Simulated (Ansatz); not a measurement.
The system is HfN.

```xyz
2
Lattice="0.0000 2.2560 2.2560 2.2560 0.0000 2.2560 2.2560 2.2560 0.0000" Properties=species:S:1:pos:R:3 pbc="T T T"
Hf    0.0000    0.0000    0.0000
N     2.2560    2.2560    2.2560
```

Program: Ansatz 0.2.0. Alike in all runs: task band structure; potentials or basis all-electron LAPW, scalar-relativistic; no spin polarisation; cell as given; k mesh 10 × 10 × 10; smearing fermi-dirac 0.05 eV; basis error allowed 0.001 eV/atom.

Task: Order these runs on this cell by their pressure, lowest first.
A. level PBEsol; cutoff (eV) 343
B. level LDA; cutoff (eV) 343
C. level RPBE; cutoff (eV) 343
D. level BLYP; cutoff (eV) 344

Result: B (-8.2 GPa), A (-1.9 GPa), C (11.3 GPa), D (15.5 GPa).

Runs at the PBE level aren't shown here.
